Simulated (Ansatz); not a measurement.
Rocksalt YN, relaxed with r2SCAN in Ansatz 0.2.0: it is cubic, Fm-3m (No. 225); conventional cell a = 4.896 Å, 14.67 Å³ an atom. Y has 6 N at 2.45 Å; N has 6 Y at 2.45 Å. It was then strained (isotropic on every length). Unstrained, HSE06 gives 1.094 eV (Γ → X, 6×6×6 mesh), and the band edges keep their places in every row. Stress is positive in compression. Spin-unpolarised throughout; all numbers are computed.

```tsv
strain (%)	ln(V/V₀)	ΔE_g, HSE06 (eV)	Δpressure, r2SCAN (GPa)
-4.0	-0.1225	-0.252	+26.77
-3.0	-0.0914	-0.179	+18.73
-2.0	-0.0606	-0.113	+11.65
+2.0	+0.0594	+0.091	-8.89
+3.0	+0.0887	+0.128	-12.48
+4.0	+0.1177	+0.161	-15.58
```

(1) Fit ΔE_g = a x + b x² to these rows by least squares, with x = ln(V/V₀).

(2) Fit the change of pressure in the same way.

(3) Predict the withheld row at -1.71 % (x = -0.0517).

Results:

(1) The normal equations take Σx² = 5.228e-02, Σx³ = -2.864e-04, Σx⁴ = 5.747e-04, ΣxΔE = 8.979e-02 and Σx²ΔE = -2.133e-03, and give a = +1.70 eV, b = -2.9 eV; the largest residual is 0.001 eV. a is the volume deformation potential of this gap.

(2) Δpressure = -173.4 x + (358) x² GPa. So B₀ = 173.4 GPa and B′ ≈ 2 × 358/173.4 = 4.1; two terms over so wide a range bias B₀ by a few per cent and B′ by more; the gap's pressure coefficient at zero is −a/B₀ = -10 meV/GPa, with HSE06's a and r2SCAN's B₀.

(3) ΔE_g ≈ +1.70 × (-0.0517) + (-2.9) × (-0.0517)² = -0.096 eV, and Δpressure ≈ +9.92 GPa. The runs give -0.095 eV and +9.77 GPa, off by +0.001 eV and -0.15 GPa.

The meshes of the hybrids are coarse, so their gaps aren't converged to the digits shown.
